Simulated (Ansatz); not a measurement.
# ZnS: the cost of one run

Computed with Ansatz 0.2.0 (DFT r2SCAN, scalar-relativistic, plane waves, PAW, unless a step's input says otherwise).

## Step 1: The system as given

Symmetry: P6_3mc, No. 186, hexagonal system. The conventional cell has a = 3.811 Å, b = 3.811 Å, c = 6.234 Å, α = 90.00°, β = 90.00°, γ = 120.00°. Around Zn (site symmetry 3m) lie 4 S at 2.31 to 2.40 Å. S (site symmetry 3m) is surrounded by 4 Zn at 2.31 to 2.40 Å.

As a file:

```xyz
4
Lattice="3.8110 0.0000 0.0000 -1.9055 3.3004 0.0000 0.0000 0.0000 6.2340" Properties=species:S:1:pos:R:3 pbc="T T T"
Zn    0.0000    2.2003    0.0000
Zn    1.9055    1.1001    3.1170
S     0.0000    2.2003    2.4001
S     1.9055    1.1001    5.5171
```

The cell is taken as given, not relaxed at this level.

## Step 2: Zero of energy

Reference values: F = -8466.8668 eV; pressure 0.13 GPa; largest force 0.318 eV/Å; gap on the mesh 2.82 eV. It was computed beforehand with the settings of the runs below.

## Step 3: Next: a sublattice displacement scan

Every Zn atom is moved by x along the Cartesian unit vector (1.000, 0.000, 0.000); the cell and all other atoms stay fixed. Forces below are components along that vector, summed over the moved atoms.

## Step 4: At x = -0.500 Å

File input.yaml:

```yaml
crystal:
  lattice:
    - [3.8109987816, 0.0, 0.0]
    - [-1.9054993908, 3.3004217586, 0.0]
    - [0.0, 0.0, 6.234]
  atoms:
    - { symbol: Zn, position: [0.2021341311, 0.6666666667, 0.0] }
    - { symbol: Zn, position: [0.5354674644, 0.3333333333, 0.5] }
    - { symbol: S, position: [0.3333333333, 0.6666666667, 0.385] }
    - { symbol: S, position: [0.6666666667, 0.3333333333, 0.885] }
basis:
  ecutwfc: 500
kpoints:
  mp_grid: { grid: [6, 6, 4] }
hamiltonian:
  xc: r2scan
scf:
  occupations: { method: gaussian, width: 0.05 }
output:
  forces: true
  stress: true
  eigenvalues: true
```

The run is started by

```bash
$ ansatz run input.yaml --threads 1 --pin off --max-ram 2560MiB --backend cpu --events-out ev --progress --plain --runs-dir out
```

**Question.** How long does this run take on 1 thread of Arm Neoverse V2, shared host, and how much memory does it need?

About 17 s, with a peak of 0.51 GiB.
